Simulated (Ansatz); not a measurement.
## ZrS2 (P-3m1)

The calculation used DFT PBE+D3(BJ), scalar-relativistic, plane waves, PAW (Ansatz 0.2.0).

Plane waves to 420 eV, a k mesh through Γ of 9×9×6 on the computed 3-atom cell and Gaussian smearing (0.02 eV); no spin polarisation.

The structure is relaxed at this level of theory with its symmetry kept.

Symmetry: P-3m1, No. 164, trigonal system. The conventional cell has a = 3.635 Å, b = 3.635 Å, c = 5.720 Å, α = 90.00°, β = 90.00°, γ = 120.00°. Around Zr (site symmetry -3m) lie 6 S at 2.56 Å. S (site symmetry 3m) has 3 Zr at 2.56 Å as nearest neighbours.

| Item | Value |
| --- | --- |
| Volume per atom | 21.82 Å³ |
| Kohn–Sham band gap | 0.66 eV, indirect from Γ to L |
| Löwdin character of the top 1 eV of the valence band | S 3p 91 % |
| Löwdin character of the lowest 1 eV of the conduction band | Zr 4d 75 %, S 3p 19 % |
| Electron masses at the edge by Cartesian direction of the standard setting (m_e; degenerate bands sorted by energy; no spin-orbit coupling) | x: 0.29; y: 1.1; z: 1.1 |
| Hole masses at the edge by Cartesian direction of the standard setting (m_e; degenerate bands sorted by energy; no spin-orbit coupling) | x: 17; y: 18; z: 0.21 |
| Electronic dielectric constant xx, yy, zz of the standard setting (independent particles) | 12.6, 12.6, 9.4 |
| Bader charges (e) | Zr (1 in the cell) 2.06, S (2 in the cell) -1.03 |

An odd mesh misses points on the zone edge, so a gap read on it can be too wide.